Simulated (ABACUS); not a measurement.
SnTe under changes of volume

One of the cells (31.281 Å³/atom); the others are scaled copies at fixed shape and fractional positions:

```
Te Sn
1.0
     0.00000    3.15085    3.15085
     3.15085    0.00000    3.15085
     3.15085    3.15085    0.00000
Te Sn
1 1
Cartesian
  3.1509 3.1509 3.1509
  0.0000 0.0000 0.0000
```

| Quantity | Value |
| --- | --- |
| Program | ABACUS 3.10.1 |
| Functional | PBE |
| Potentials or basis | PseudoDojo NC SR 0.4.1 PBE standard |
| Cutoff | 1361 eV |
| Density cutoff | 5442 eV |
| Basis | DZP LCAO (the cutoffs set its grid) |
| k mesh | 7 × 7 × 7 |
| Occupations | fermi-dirac, width 0.05 eV |
| Spin | no spin polarisation |

```csv
volume (Å³/atom),energy over the lowest point (meV/atom),pressure (GPa)
29.404,74.03,6.7
30.030,50.69,5.3
30.656,32.28,4.1
31.281,18.63,3.0
31.907,?,?
32.532,2.73,1.1
33.158,0.00,0.3
```

Question: What does the run at 31.907 Å³/atom give?

Answer: Energy over the lowest point 8.80 meV/atom; pressure 2.0 GPa.

Worked out: A Birch-Murnaghan fit of order 3 (a polynomial in V^(-2/3)) to the other rows has its minimum at 33.43 Å³/atom, just outside them, with B0 = V·E''(V) = 39 GPa and B' = 4.6. It gives 8.83 meV/atom at 31.907 Å³/atom, against the run's 8.80, and -dE/dV = 2.0 GPa, against 2.0.

Energies are extrapolated to zero smearing.

Caveats: the atomic orbitals were generated for these runs and aren't a published set; the basis of atomic orbitals isn't converged, which shifts pressures, moduli and gaps.
